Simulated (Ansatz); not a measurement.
## Pr (bcc)

Method: PBE with spin–orbit coupling; two-component spinors; PAW, 420 eV, Γ-centred 14×14×14 mesh, 0.05 eV Gaussian smearing; code Ansatz. The datasets are Ansatz's generated set soft_2.

```
Pr
1.0
    -2.02972    2.02972    2.02972
     2.02972   -2.02972    2.02972
     2.02972    2.02972   -2.02972
Pr
1
Cartesian
  0.0000 0.0000 0.0000
```

At room temperature and ambient pressure Pr is dhcp.

Magnetic state: ferromagnetic, site spin moments Pr 2.05 μB, along [001] (Cartesian), which lowers the symmetry.

Cell and atoms are those of this level's equilibrium.

Path: Γ–H–N–Γ–P–H | P–N, with Γ = (0.000, 0.000, 0.000), H = (0.500, -0.500, 0.500), N = (0.000, 0.000, 0.500), P = (0.250, 0.250, 0.250) in reciprocal vectors of the calculation's cell.

Bands as a text map, energy in eV from the Fermi level (dashes), each leg drawn with the same width:
```
  2.79 |  * * *        ** * *  *    *                            *  **
  2.57 |  ** *           * * *  ****                  **        *  *  
  2.36 | *   ************          *** *****           ****    *  *   
  2.14 |*  *  ********************************************************
  1.93 |* * **           ********   *****  *****    *       **********
  1.71 |****            ** ********************   **  *      *********
  1.50 |*****    *****************************************************
  1.29 |  ************** ************  **          ********  *********
  1.07 |** **         *****     * ** *** *     ***** * *   ** *       
  0.86 |***  *          ** ********************** ***      ***  ******
  0.64 |*******       **  *****************************    ***********
  0.43 |  **************************     ******  **********  *********
  0.21 |     ****    ****      *            ******  ****   ** *       
  0.00 |-----******************---------------************************
 -0.21 |    ***        *********           ********** *    *** *******
 -0.43 |**** ***        ******************* ***  *  * *       ********
 -0.64 |   **         **                  ***        *          *     
 -0.86 |     **        **                  **     * *  *       * *    
 -1.07 |    ** **    **  *                         *  *         * *   
 -1.29 |      * *   **    *    *                        *          *  
 -1.50 |       *** ******  **** *         **           * *       *  **
 -1.71 |   **     *  *   *       *                      * *       *   
 -1.93 |        **  *     *       *                                *  
 -2.14 |         ***       ******        **              **         **
 -2.36 |                         * *                                  
 -2.57 |  **                            *                             
 -2.79 |                          * *    *                            
 -3.00 | *                           * *                              
        Γ         H         N         Γ         P         HP         N
```

(1) By these bands, is it a metal or an insulator, and if it has a gap, where are the band edges on this path?

Answer:

(1) A metal: bands cross the Fermi level.

Without a U the open 4f shell is pinned at the Fermi level, an artefact: in the real crystal it splits into occupied and empty levels away from it, and its large orbital moment is underestimated. Site moments are of spin, integrated over Gaussian weights of 0.5 Å, which gives about a tenth less on f atoms than spheres do. No antiparallel order was tried.

The state of the open shells isn't shown to be the lowest, and forces and pressures are less sure for it.

On the Pr 4f shell the spin moment is 2.20 μB and the orbital moment 1.11 μB, opposed to it, 1.09 μB net (projected on atomic orbitals, along the moments' axis).
